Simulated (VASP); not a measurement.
# CO₂: convergence, self-consistent run

CO₂, I-42d (no. 122), 6 atoms in the cell. PBE; PAW potentials O, C (PBE set). VASP 6.6.1.

Wanted: energy within 0.2 meV/atom; levels at the zone centre within 0.003 eV.

What the run is for: comparing ways to start; Accuracy asked: tight.

Levels at the zone centre: counted from the valence top at that point.

POSCAR:
```
CO2
1.0
   -1.9747270000      1.9747270000      3.0140580000
    1.9747270000     -1.9747270000      3.0140580000
    1.9747270000      1.9747270000     -3.0140580000
O C
4 2
Direct
    0.8750000000      0.9597980000      0.5847980000
    0.3750000000      0.2902020000      0.4152020000
    0.0402020000      0.6250000000      0.9152020000
    0.7097980000      0.1250000000      0.0847980000
    0.0000000000      0.0000000000      0.0000000000
    0.7500000000      0.2500000000      0.5000000000
```

## How the run starts (with a second run first, the time holds both)

| How the run starts (with a second run first, the time holds both) | Energy less reference (meV/atom) | Levels at the zone centre, largest deviation (eV) | Time (s) |
|---|---|---|---|
| from scratch: 13 SCF iterations | 0.00 | 0.0000 | 29 |
| density of a coarse mesh (ICHARG 1): 13 + 8 SCF iterations | 0.00 | 0.0005 | 25 |
| orbitals of a lower cutoff (ISTART 1): 13 + 6 SCF iterations | 0.00 | 0.0003 | 38 |
| orbitals of a loose run: 10 + 4 SCF iterations | 0.00 | 0.0003 | 25 |

Chosen: from scratch: 13 SCF iterations; no other choice that stays within the tolerance saves 30 % of the time.

The chosen settings are those of the reference run.

Values of the reference run: Levels at the zone centre: -0.3945, 0, 8.116 eV from the valence top at Gamma.

## The input

INCAR:
```
SYSTEM = CO2
GGA = PE
ISMEAR = 0
SIGMA = 0.03
LWAVE = .FALSE.
LCHARG = .FALSE.
ISIF = 2
PREC = Accurate
LASPH = .TRUE.
LREAL = .FALSE.
ALGO = Normal
EDIFF = 1E-6
NELM = 120
GGA_COMPAT = .FALSE.
ENCUT = 520
EFERMI = MIDGAP
```

KPOINTS:
```
k-points
0
Gamma
  9 9 9
```

Commands:
```
cat potpaw_PBE.64/O/POTCAR potpaw_PBE.64/C/POTCAR > POTCAR
mpirun -np 1 vasp_std > vasp.out
```

The chosen input took VASP 6.6.1 29 s on 1 core (AMD EPYC 9R45 (Zen 5)), a shared host.

## An input that fails: restart asked without its files

VASP's message: ERROR: charge density could not be read from file CHGCAR for ICHARG>10.

Changes against the starting input:
```
- NELM = 120
+ NELM = 60
+ ICHARG = 11
```
